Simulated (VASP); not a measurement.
Here is a VASP 6.6.1 calculation.

File POSCAR:

```
ZrH3
1.0
    3.1772550114      0.0000000000      0.0000000000
    0.0000000000      3.1772550114      0.0000000000
    0.0000000000      0.0000000000      3.1772550114
Zr H
1 3
Direct
    0.0000000000      0.0000000000      0.0000000000
    0.0000000000      0.5000000000      0.5000000000
    0.5000000000      0.0000000000      0.5000000000
    0.5000000000      0.5000000000      0.0000000000
```

The input INCAR.step1:

```
PREC = Accurate ; ENCUT = 520
ISMEAR = 1 ; SIGMA = 0.1
LREAL = False ; LASPH = True
NELM = 80 ; NBANDS = 16
GGA = PE ; ALGO = Normal
EDIFF = 1E-4 ; LWAVE = True
LCHARG = False
```

Contents of INCAR.step2:

```
PREC = Accurate ; ENCUT = 520
EDIFF = 1E-6 ; ISMEAR = 1
SIGMA = 0.1 ; LREAL = False
LASPH = True ; NELM = 80
ALGO = Normal ; ISIF = 2
LWAVE = False ; LCHARG = False
METAGGA = R2SCAN ; LMIXTAU = True
NBANDS = 16 ; ISTART = 1
```

Contents of KPOINTS:

```
Automatic mesh
0
Gamma
  7 7 7
```

Potentials or basis: VASP PAW PBE potentials, release 64 (Zr_sv, H).

Launch:

```console
$ cat potpaw_PBE.64/Zr_sv/POTCAR potpaw_PBE.64/H/POTCAR > POTCAR
$ cp INCAR.step1 INCAR
$ mpirun -np 1 vasp_std > vasp.out
$ cp INCAR.step2 INCAR
$ mpirun -np 1 vasp_std > vasp.out
```

**Question.** Estimate the band gap on the k mesh.

**Answer.** None (metal or under the smearing width).

**Question.** Predict the pressure.

**Answer.** -7.5 GPa.

Caveat: the PAW data sets were made with another functional, which shifts forces and pressure a little.
